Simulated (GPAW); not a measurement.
A run of GPAW 26.7.0 is set up as follows.

Contents of run.py:

```python
import numpy as np
from ase import Atoms
from ase.dft.bandgap import bandgap
from ase.io import write
from ase.units import GPa
from gpaw import GPAW, PW
from gpaw.spinorbit import soc_eigenstates

atoms = Atoms(['Sb', 'Ga'],
              cell=[[0.0, 3.059, 3.059],
                    [3.059, 0.0, 3.059],
                    [3.059, 3.059, 0.0]],
              scaled_positions=[[0.75, 0.75, 0.75],
                                [0.0, 0.0, 0.0]],
              pbc=True)

calc = GPAW(mode=PW(600),
            xc='PBE',
            kpts={'size': (6, 6, 6), 'gamma': True},
            occupations={'name': 'fermi-dirac', 'width': 0.05},
            nbands=18,
            convergence={'density': 1e-05, 'energy': 1e-05},
            maxiter=150,
            txt='gpaw.txt')
atoms.calc = calc
energy = atoms.get_potential_energy()
forces = atoms.get_forces()
stress = atoms.get_stress()
calc.write('gs.gpw')
write('result.traj', atoms)
print(f'Energy: {energy:.6f} eV')
print('Forces (eV/A):')
print(forces.round(4))
print('Stress (GPa):', (stress / GPa).round(3))
print('Fermi level:', round(calc.get_fermi_level(), 4), 'eV')
print(f'Gap: {bandgap(calc)[0]:.4f} eV, direct: {bandgap(calc, direct=True)[0]:.4f} eV')

path = atoms.cell.bandpath('GXWKGLUWLK,UX', npoints=100, eps=1e-4)
bs_calc = calc.fixed_density(kpts=path, symmetry='off', nbands=30,
                             convergence={'bands': 'CBM+6.0', 'eigenstates': 1e-6}, txt='bands.txt')
bs = bs_calc.band_structure()
bs.write('bs.json')
print(f'Gap on the path: {bandgap(bs_calc)[0]:.4f} eV')

soc = soc_eigenstates(bs_calc, theta=0, phi=0)
np.savetxt('soc_bands.dat', soc.eigenvalues(), fmt='%.4f')
mesh = soc_eigenstates('gs.gpw', theta=0, phi=0)
np.savetxt('soc_mesh.dat', mesh.eigenvalues(), fmt='%.4f')
print('Fermi level with spin-orbit coupling:', round(mesh.fermi_level, 4), 'eV')
```

Potentials or basis: GPAW PAW data sets (gpaw-data 1.2.1), pw.

Command:

```bash
$ OMP_NUM_THREADS=1 python run.py
```

(1) What does it give for the band gap along the path?

(2) Predict the pressure.

Answers

(1) none (metal or under the smearing width).

(2) 2.4 GPa.

Caveat: spin-orbit coupling was added after a scalar SCF, so levels and gaps hold it while energy, forces, pressure and moments don't; this program's spin-orbit splittings come out too wide for heavy elements; this crystal is a semiconductor, whose small gap the functional closes, so the metal is an error of the method.

**Experimental background.**

A printed reference work, data compilation reports, for a bulk crystal of GaSb at 4.2 K: band gap 0.811 eV (direct).

A measured gap of GaSb is 0.811 eV (direct; 4.2 K; a printed reference work, data compilation); the calculated 0.00 eV misses it by -0.81 eV. The value is that of PBE, without temperature or zero-point motion. Semilocal functionals fall short of measured gaps as a rule.
